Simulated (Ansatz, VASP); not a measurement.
# GaN: VASP beside Ansatz, part 2 of 2

Aim: how closely do two programs agree when they are given the same cell, functional and k mesh? The cell is taken from a series of runs on this material, whose earlier steps may have relaxed, scaled, displaced or heated it; both programs get it as it stands.

VASP 6.6.1 and Ansatz 0.2.0.

So far: Set-up; VASP: zone-centre phonons, LDA.

## Step 3: Ansatz: zone-centre phonons, LDA

Level of this step: Ansatz beside VASP: Kohn-Sham DFT, plane waves, LDA (Ansatz).

Ansatz runs on its PAW soft_1 files.

The same cell, functional (in two slightly different forms) and mesh now go to Ansatz, which takes its cutoff from its data sets.

Contents of input.yaml:

```yaml
crystal:
  lattice:
    - [0.0, 2.2521389539, 2.1607744375]
    - [2.2521389539, 0.0, 2.1607744375]
    - [2.2521389539, 2.2521389539, 0.0]
  atoms:
    - { symbol: "N", position: [0.25, 0.25, 0.25] }
    - { symbol: Ga, position: [0.0, 0.0, 0.0] }
kpoints:
  mp_grid: { grid: [12, 12, 12] }
hamiltonian:
  xc: lda
  pseudopotentials: { kind: paw, azcp: { folder: soft_1 }, xc_functional: pbe }
scf:
  occupations: { method: fixed }
output:
  eigenvalues: true
phonons:
  method: dfpt
  dielectric: true
  rigid_motions: translations
```

The run is started by

```sh
ansatz run input.yaml --threads 4 --pin off --max-ram 10240MiB --backend cpu --events-out ev --progress --plain --runs-dir out
```

Numbers of over 12 decimals in the logs are rounded to 6 here.

The log of the run:

```text
Engine: ansatz 0.2.0, aarch64-unknown-linux-gnu
Pseudopotentials: kind: paw
Pseudopotential: N, paw, valence charge 5, recommended cutoff 420 eV (normal), soft_1/N.paw.azcp
Pseudopotential: Ga, paw, valence charge 13, recommended cutoff 420 eV (normal), soft_1/Ga.paw.azcp
Functional definition: SPW92
  exchange = slater_x
  correlation = pw_c
Crystal: 2 atoms, lattice volume = 21.919 Å³
Basis set: ecut = 420 eV, 427 PW (Γ), exchange–correlation on 48×48×48 points (8 copies of the dense FFT grid, shifted against one another)
Bands: 13, of which v1, the nominal top of the filled ones, is band 9 counted from 1 (8 counted from 0)
Symmetry: 8 space group operations
k-points: 868 of 1728 (irreducible under 1 space group operation, time reversal used)
Non-local potential: N, projectors of the file, l = 0: 2, l = 1: 2, l = 2: 1
Non-local potential: Ga, projectors of the file, l = 0: 2, l = 1: 2, l = 2: 3, l = 3: 1
PAW form: soft (Blöchl's): semilocal exchange-correlation on the pseudo side does not see the compensation charge
PAW frozen core: N, regenerated for the run's functional, and the local potential with it (the file was generated under x = pbe(κ = 0.804, μ = 0.219515), c = pbe(β = 0.066725))
PAW frozen core: Ga, regenerated for the run's functional, and the local potential with it (the file was generated under x = pbe(κ = 0.804, μ = 0.219515), c = pbe(β = 0.066725))
PAW one-centre angular grid: N, 110 points (default); XC on 64 Gauss nodes
PAW one-centre angular grid: Ga, 590 points (default); XC on 64 Gauss nodes
Initial density: superposition of atomic densities (chi_scale 0.1, normalization cell, long waves kept (reshape's long-wave potential 0.00 eV rms))
Initial wavefunctions: pseudopotential atomic-orbital guess
Functional: x = slater, c = lda
SCF iter   1: F=—  HF=-4082.731413 eV  |F-HF|=—  |Δ(HF+E_count)|=         —  Δρ=1.08e-1  dr2=2.25e0  ethr=3.10e-3  ⟨swp⟩=4.0  Hψ=49974  notcnv=0  defer=1140
preconditioner: auto → none  [insulator: Δε(μ)=2.789 eV  Ē_g=19.379 eV  n_scr=8 (ndim 8)  ℏωp=33.6 eV  f_vac=0.000  ε∞_Penn≈4.0]
SCF iter   2: F=—  HF=-4082.204345 eV  |F-HF|=—  |Δ(HF+E_count)|=   5.27e-1  Δρ=5.91e-2  dr2=4.69e-1  ethr=3.10e-3  ⟨swp⟩=2.1  Hψ=27440  notcnv=0  defer=255
SCF iter   3: F=—  HF=-4082.087930 eV  |F-HF|=—  |Δ(HF+E_count)|=   1.16e-1  Δρ=1.91e-2  dr2=3.94e-2  ethr=2.61e-3  ⟨swp⟩=2.0  Hψ=15691  notcnv=0  defer=1734
SCF iter   4: F=—  HF=-4082.080204 eV  |F-HF|=—  |Δ(HF+E_count)|=   7.73e-3  Δρ=7.85e-3  dr2=5.82e-3  ethr=2.19e-4  ⟨swp⟩=2.0  Hψ=22180  notcnv=0  defer=1736
SCF iter   5: F=—  HF=-4082.077297 eV  |F-HF|=—  |Δ(HF+E_count)|=   2.91e-3  Δρ=9.04e-4  dr2=5.02e-5  ethr=3.23e-5  ⟨swp⟩=2.0  Hψ=20588  notcnv=0  defer=1736
SCF iter   6: F=—  HF=-4082.077282 eV  |F-HF|=—  |Δ(HF+E_count)|=   1.58e-5  Δρ=1.31e-4  dr2=1.78e-6  ethr=2.79e-7  ⟨swp⟩=2.0  Hψ=16568  notcnv=0  defer=155
SCF iter   7: F=—  HF=-4082.077281 eV  |F-HF|=—  |Δ(HF+E_count)|=   3.30e-7  Δρ=1.59e-5  dr2=2.62e-8  ethr=9.87e-9  ⟨swp⟩=2.8  Hψ=19147  notcnv=0
SCF iter   8: F=—  HF=-4082.077281 eV  |F-HF|=—  |Δ(HF+E_count)|=   4.76e-9  Δρ=9.27e-7  dr2=1.45e-10  ethr=1.46e-10  ⟨swp⟩=2.0  Hψ=13516  notcnv=0
SCF iter   9: F=-4082.077281 eV  HF=-4082.077281 eV  |F-HF|=0.00e0  |Δ(HF+E_count)|=  1.86e-11  Δρ=8.08e-8  dr2=8.65e-13  ethr=1.00e-12  ⟨swp⟩=6.0  Hψ=59198  notcnv=0
SCF 1 converged in 9 iterations: F = -4082.077281 eV  dr2 = 8.65e-13
  greatest PAW one-centre occupation: 0.996 electrons in one spin orbital (limit 2), on the Ga atom at site 1 (counted from 0), in its partial waves of l = 2
NSCF: frozen V_eff on 3 k-points
DFPT response loops at Γ: preconditioner auto → none (the input reference at scf.mixing.eps_inf says where Resta's filter doesn't serve); β = 0.50; Broyden in place of MSR1
── the response to a field inside a basis, on 12×12×12 k-points: an SCF that follows is theirs, and a resumed run solves both again ──
Bands: 10, of which v1, the nominal top of the filled ones, is band 9 counted from 1 (8 counted from 0)
k-points: 468 of 1728 (irreducible under 2 space group operations, time reversal used)
Initial density: handed on by an earlier stage of this run
Initial wavefunctions: pseudopotential atomic-orbital guess (no wavefunctions were taken with the density)
Eigensolver: Dense (468 Hₖ)
SCF iter   1: F=—  HF=-4082.079625 eV  |F-HF|=—  |Δ(HF+E_count)|=         —  Δρ=5.11e-4  dr2=9.82e-6  ethr=1.00e-1
preconditioner: auto → none  [insulator: Δε(μ)=2.147 eV  Ē_g=15.461 eV  n_scr=8 (ndim 8)  ℏωp=33.6 eV  f_vac=0.000  ε∞_Penn≈5.7]
SCF iter   2: F=—  HF=-4082.079624 eV  |F-HF|=—  |Δ(HF+E_count)|=   1.23e-6  Δρ=2.80e-4  dr2=4.68e-6  ethr=5.45e-8
SCF iter   3: F=—  HF=-4082.079625 eV  |F-HF|=—  |Δ(HF+E_count)|=   1.11e-6  Δρ=1.13e-4  dr2=2.37e-6  ethr=2.60e-8
SCF iter   4: F=-4082.079624 eV  HF=-4082.079624 eV  |F-HF|=5.24e-9  |Δ(HF+E_count)|=   1.05e-6  Δρ=1.36e-5  dr2=1.51e-8  ethr=1.32e-8
SCF 1 converged in 4 iterations: F = -4082.079624 eV  dr2 = 1.51e-8
DFPT response loops at Γ: mixed as the last ones told, above
SCF converged after 9 iterations
Free energy (F): -4082.077281 eV
Harris-Foulkes:  -4082.077281 eV  (|F-HF|=0.00e0)
Internal energy: -4082.077281 eV  (E = F + TS)
E sigma→0 (E₀):  -4082.077281 eV
Fermi energy:    10.062985 eV
--- Per-component energies (eV) ---
  E_band       = -2.674122
  E_kinetic    = 242.126867
  E_local      = -1382.806375  (includes V_loc(G=0)·N_el)
  E_nonlocal   = -51.754198
  E_hartree    = 880.634969
  E_xc         = -121.969168
  E_vxc        = -131.596518  (∫ρ·V_xc dr)
  E_paw        = -2039.356934  (= ΣΔE_a)
  E_vpaw       = -439.914495  (= ΣTr[D̂ρ^β])
  E_aug_tail   = 0.000646  (compensation charges beyond the density's cutoff)
  E_ewald      = -1610.761613
  E_core_change = 1.808525  (= ΣΔE_core)
  E_smearing   = -0.000000  (= −TS)
  E_closure    = 0.000000  (closes the sum)
  Σ components = -4082.077281   (vs F -4082.077281, Δ=0.00e0)
--- Band table (eV; the first three rows and the last of 868) ---
  k-point 0: bands = [... 5 lower, -3.3356, 9.8782, 9.8782, 10.0630, 11.9543, 20.2737, 20.3867, 20.3867]
  k-point 1: bands = [... 5 lower, -3.3373, 9.1271, 9.7908, 9.9336, 12.5748, 19.9410, 20.4838, 20.4898]
  k-point 2: bands = [... 5 lower, -3.3396, 7.6424, 9.5626, 9.7372, 13.5021, 19.2396, 20.6628, 20.8056]
  k-point 867: bands = [... 5 lower, -1.9458, 2.5416, 8.7513, 9.0605, 14.7283, 18.7613, 20.0594, 20.7584]
--- Phonons (Γ-DFPT): 4 representative perturbations + reference, on 868 of 1728 k-points (Σ response iterations 12) ---
  k mesh reduced under 1 symmetry operation, with k and −k counted as one. Each operation leaves every solved perturbation unchanged. A smaller set is not considered because the run solves the response to a homogeneous field
  ASR residual: 4.556e-5 → 0.000e0 eV/Å²; symmetrization residual: 1.731e-6 eV/Å²
  ASR residual per site (eV/Å²): 4.56e-5 1.30e-6
  Γ frequencies (cm⁻¹): 0.00 0.00 0.00 548.80 562.95 562.95
  ε∞ (high-frequency dielectric tensor):
        5.753841     0.000000     0.000000
        0.000000     5.753841     0.000000
        0.000000     0.000000     5.683446
  ε⁰ (static dielectric tensor: ions relaxed, cell fixed):
       10.038176     0.000000     0.000000
        0.000000    10.038176     0.000000
        0.000000     0.000000     9.944118
  ε⁰ − ε∞ (ionic part):
        4.284335     0.000000     0.000000
        0.000000     4.284335     0.000000
        0.000000     0.000000     4.260672
  softest optical mode at Γ: 548.80 cm⁻¹; the repairs (sum rule, projections) moved no ω² at Γ by more than (1.04 cm⁻¹)²
  Born effective charges Z* (e; rows j = field, columns β = displacement):
    site 0:
        -2.65605    0.00000   -0.00000
         0.00000   -2.65605   -0.00000
         0.00000   -0.00000   -2.58212
    site 1:
         2.65605    0.00000    0.00000
         0.00000    2.65605    0.00000
         0.00000    0.00000    2.58212
  Z* charge neutrality: 3.461e-4 e pre-enforcement
  solved inside a basis spanned on kpoints, on 12×12×12 k-points, its susceptibility summed on 16×16×16: ε∞ is read to err by 1.5e-2, Z* by 1.4e-2 e (field_mesh: kpoints solves on kpoints); Z* is corrected for what the basis lacks
  optical modes at Γ without the LO–TO term, one row a degenerate level:
      ω (cm⁻¹)  modes    IR ((D/Å)²/amu)
        548.80      1            13.1878
        562.95      2            27.9078
  optical modes at Γ + LO–TO along q̂ = [1.0000, 0.0000, 0.0000]:
      ω (cm⁻¹)  modes    IR ((D/Å)²/amu)
        548.80      1            13.1878
        562.95      1            13.9539
        743.57      1            13.9539
  optical modes at Γ + LO–TO along q̂ = [0.0000, 1.0000, 0.0000]:
      ω (cm⁻¹)  modes    IR ((D/Å)²/amu)
        548.80      1            13.1878
        562.95      1            13.9539
        743.57      1            13.9539
  optical modes at Γ + LO–TO along q̂ = [0.0000, 0.0000, 1.0000]:
      ω (cm⁻¹)  modes    IR ((D/Å)²/amu)
        562.95      2            27.9078
        725.92      1            13.1878
```

In the SCF lines HF is the Harris–Foulkes energy and dr2 the Hartree energy of the density residual, in eV; the loop may stop once dr2 is under the threshold and the program's other checks hold. Hψ counts applications of the Hamiltonian.

## Step 4: Side by side

Known differences besides the potentials themselves: fixed occupations in Ansatz, narrow Gaussian smearing in VASP; VASP's response is taken on the typed mesh, Ansatz refines its own for the field response alone; the cutoff is 420 eV in Ansatz and 600 eV in VASP; VASP's log shows a relativistic correction to its local exchange, Ansatz's none; VASP's log repeats an internal error in its field response. Total energies have different zeros and are not compared.

Compared:

```csv
quantity,Ansatz,VASP,difference
ε∞ xx,5.75,5.70,+0.89 %
ε∞ yy,5.75,5.70,+0.89 %
ε∞ zz,5.68,5.64,+0.68 %
Born charge of N1 (mean of the diagonal) (e),-2.63,-2.62,-0.01
Born charge of Ga2 (mean of the diagonal) (e),2.63,2.62,+0.01
optical mode 1 (cm⁻¹),548.8,553.1,-0.78 %
optical mode 2 to 3 (cm⁻¹),563.0,567.8,-0.85 %
```

Modes are paired by rising frequency, not by their patterns, so a pair may set unlike modes beside each other; they are those without the splitting of longitudinal modes.

## Step 5: Summary of results

```yaml
r_m_s_difference_of_the_optical_zone_centre_modes_each_program_s_sorted_by_frequency_zone_centre_phonons_lda: 4.7 cm⁻¹
difference_in_eps_infinity_xx_zone_centre_phonons_lda: +0.9 %
```

In words: The r.m.s. difference of the optical zone-centre modes, each program's sorted by frequency is 4.7 cm⁻¹ (zone-centre phonons, LDA). Among the rows given in per cent, the largest difference of the zone-centre phonons, LDA pair is in ε∞ xx, +0.9 %. Such differences can come from data sets, numerical settings and the points named under the comparisons, not from the functional's error against experiment.

[Lines on the potential files, build, host, timing and source positions are cut from VASP's logs without a mark.]

[Logs are printed without paths, hosts, clocks, repeated set-up lines and the standing remarks that a program may print on its own settings, such as how far it seeks lower states.]

[Hosts, paths, dates, database ids (printed as entryN), source tags and the programs' standing remarks are cut or masked in the printed files.]
